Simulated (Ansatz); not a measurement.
**How HfN stores the work of compression**

These are results of Ansatz 0.2.0, DFT r2SCAN, scalar-relativistic, plane waves, PAW, not measurements. Settings: 500 eV cutoff, 18×18×8 k-mesh, Gaussian smearing of 0.10 eV, no spin polarisation.

The relaxed crystal:

```
Hf N
1.0
     3.14430    0.00000    0.00000
    -1.57215    2.72304    0.00000
     0.00000    0.00000    5.42524
Hf N
2 2
Direct
  0.66667 0.33333 0.75000
  0.33333 0.66667 0.25000
  0.00000 0.00000 0.00000
  0.00000 0.00000 0.50000
```

Cell and atoms were relaxed at each target pressure within the start's symmetry (P6_3/mmc), at zero temperature; other phases can be more stable under pressure. H = E + PV with P the target; E is the free energy at the smearing used, whose derivative the pressure is, per atom and counted from zero pressure.

Spin–orbit coupling is left out, which can shift energies with elements as heavy as these.

| P (GPa) | V (Å³/atom) | E − E0 (meV) | H − H0 (meV) |
| --- | --- | --- | --- |
| 0 | 11.613 | 0.0 | 0.0 |
| 2 | 11.529 | 0.5 | 144.4 |
| 5 | 11.409 | 3.1 | 359.2 |
| 10 | 11.227 | 11.6 | 712.4 |
| 20 | 10.900 | 42.0 | 1402.6 |
| 40 | 10.359 | 141.9 | 2728.1 |

Thermodynamics gives dH/dP = V along a relaxed path. Integrate V over P by the trapezoid rule and compare with the computed enthalpies.

With 1 eV/Å³ = 160.22 GPa, each step adds the mean volume times ΔP / 160.22:
| P (GPa) | ∫V dP (meV) | H − H0 (meV) | difference (meV) |
| --- | --- | --- | --- |
| 2 | 144.4 | 144.4 | 0.0 |
| 5 | 359.2 | 359.2 | 0.0 |
| 10 | 712.4 | 712.4 | 0.0 |
| 20 | 1402.9 | 1402.6 | 0.3 |
| 40 | 2729.8 | 2728.1 | 1.7 |

V(P) curves upward, so the trapezoid rule runs high; integrating a smooth curve through the same points (P as a polynomial of degree 4 in ln V) puts that excess at about 1.8 meV at 40 GPa, against the 1.7 meV found.

At 40 GPa, how much of the enthalpy change is stored energy and how much is the PV term?

E rises by 142 meV/atom and PV is 40 × 10.359 / 160.22 = 2586 meV/atom, so PV makes 95 % of ΔH. So between rival structures at high pressure a small difference in volume can outweigh the difference in energy: 1 % of this volume is worth 25.9 meV/atom at this pressure.

What bulk modulus do the lowest pressures give?

From the pressures that the runs reached, -2.00 GPa (11.697 Å³) and 2.00 GPa (11.529 Å³), B = −ΔP/Δln V = 4.00 / 0.0144 = 277 GPa, a mean over that range.

This form isn't the usual stable structure of the compound.